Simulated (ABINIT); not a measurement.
Crystal: TiC.

```
Ti C
1.0
     0.00000    2.16572    2.16572
     2.16572    0.00000    2.16572
     2.16572    2.16572    0.00000
Ti C
1 1
Direct
  0.00000 0.00000 0.00000
  0.50000 0.50000 0.50000
```

The cell is a database's computed one.

Program: ABINIT 10.8.3 (patched build). Alike in all runs: no spin polarisation; cell as given; smearing fermi-dirac 0.05 eV. Hardware: 1 thread of Arm Neoverse V1, with other jobs on the host.

Problem. Order these runs on this cell by their wall time, lowest first.
A. task band structure; level LDA; potentials or basis PseudoDojo NC SR LDA v0.4 stringent; k mesh 11 × 11 × 11; cutoff (eV) 1143; mesh quality not flagged
B. task single point; level LDA; potentials or basis JTH PAW LDA v2.0; k mesh 4 × 4 × 4; cutoff (eV) 544; fine-grid cutoff 1088.46 eV; mesh quality coarse
C. task band structure; level r2SCAN; potentials or basis JTH PAW PBE v2.0; k mesh 11 × 11 × 11; cutoff (eV) 626; fine-grid cutoff 1224.51 eV; mesh quality not flagged
D. task single point; level LDA; potentials or basis JTH PAW LDA v2.0; k mesh 9 × 9 × 9; cutoff (eV) 544; fine-grid cutoff 1088.46 eV; mesh quality not flagged
E. task band structure; level PW91; potentials or basis JTH PAW PBE v2.0; k mesh 11 × 11 × 11; cutoff (eV) 517; fine-grid cutoff 1034.03 eV; mesh quality not flagged

Solution. B (3.1 s), D (9.3 s), E (32 s), A (88 s), C (180 s).

Caveats: some runs use coarse meshes.

Not every run made on this cell is shown here.
